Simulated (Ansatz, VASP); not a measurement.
Given: the input of a run of Ansatz 0.2.0 on RbCl.

input.yaml

```yaml
crystal:
  lattice:
    - [0.0, 3.274, 3.274]
    - [3.274, 0.0, 3.274]
    - [3.274, 3.274, 0.0]
  atoms:
    - { symbol: Rb, position: [0.0, 0.0, 0.0] }
    - { symbol: Cl, position: [0.5, 0.5, 0.5] }
hamiltonian:
  xc: pbe
  pseudopotentials: { kind: paw }
kpoints:
  mp_grid: { grid: [7, 7, 7] }
scf:
  occupations: { method: fermi_dirac, width: 0.05 }
output:
  forces: true
  stress: true
  eigenvalues: true
```

Potentials or basis: Ansatz PAW.

Command:

```bash
$ ansatz run input.yaml --threads 1 --pin off --max-ram 3584MiB --backend cpu --events-out ev --progress --plain --runs-dir out
```

**Question.** Set up the same calculation for VASP 6.6.1. Potentials there: VASP PAW PBE potentials, release 64 (Rb_sv, Cl).

**Answer.** As run (the cutoff follows the program's own potentials):

Contents of INCAR:

```
  ALGO = Normal
  EDIFF = 1E-7
  ENCUT = 520
  GGA = PE
  ISIF = 2
  ISMEAR = -1
  LASPH = True
  LCHARG = False
  LREAL = False
  LWAVE = False
  NBANDS = 15
  NELM = 60
  PREC = Accurate
  SIGMA = 0.05
```

Contents of KPOINTS:

```
k-points
0
Gamma
  7 7 7
```

Contents of POSCAR:

```
RbCl
1.0
    0.0000000000      3.2740000000      3.2740000000
    3.2740000000      0.0000000000      3.2740000000
    3.2740000000      3.2740000000      0.0000000000
Rb Cl
1 1
Direct
    0.0000000000      0.0000000000      0.0000000000
    0.5000000000      0.5000000000      0.5000000000
```

Potentials or basis: VASP PAW PBE potentials, release 64 (Rb_sv, Cl).

Launch:

```sh
$ cat potpaw_PBE.64/Rb_sv/POTCAR potpaw_PBE.64/Cl/POTCAR > POTCAR
$ mpirun -np 1 vasp_std > vasp.out
```

Both were run:

|  | VASP | Ansatz | Ansatz less VASP |
| --- | --- | --- | --- |
| gap on the k mesh at the Fermi level (eV) | 5.05 | 5.05 | +0.003 |
| least direct gap on the mesh (eV) | 5.05 | 5.05 | +0.003 |
| pressure (GPa) | 1.2 | 1.2 | -0.01 |

Caveats: an odd mesh through Γ misses points on the zone boundary, where band edges often lie (VASP); odd divisions of the mesh miss points on the zone boundary, where band edges often lie, so the gap on the mesh can be too wide (Ansatz).
